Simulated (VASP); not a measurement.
ZnSe:

```
Zn Se
1.0
     0.00000    2.83244    2.83244
     2.83244    0.00000    2.83244
     2.83244    2.83244    0.00000
Zn Se
1 1
Cartesian
  0.0000 0.0000 0.0000
  1.4162 1.4162 1.4162
```

The cell is a database's computed one.

- Program: VASP 6.6.1
- Task: relaxation of cell and atoms
- Functional: PBE
- Potentials or basis: VASP PAW PBE potentials, release 64 (Zn, Se)
- Cutoff: 600 eV
- k mesh: 8 × 8 × 8
- Occupations: gaussian, width 0.02 eV
- Spin: no spin polarisation

At the start: pressure 2.4 GPa; volume 22.72 Å³/atom.

Q: Where does the relaxation end?

A: Over 3 steps the energy falls by 6.6 meV/atom and the volume is 23.63 Å³/atom (+4.0 %); space group F-43m (No. 216, to 0.05 Å).

The path:
```
step  energy change (eV)  largest force (eV/Å)  pressure (GPa)  volume (Å³)
   1              0.0000                0.0000            2.43        45.45
   2             -0.0123                0.0000           -0.57        47.75
   3             -0.0132                0.0000            0.01        47.25
```

Final structure:
```
Zn Se
1.0
     0.00000    2.86945    2.86945
     2.86945    0.00000    2.86945
     2.86945    2.86945    0.00000
Zn Se
1 1
Direct
  0.00000 0.00000 0.00000
  0.25000 0.25000 0.25000
```
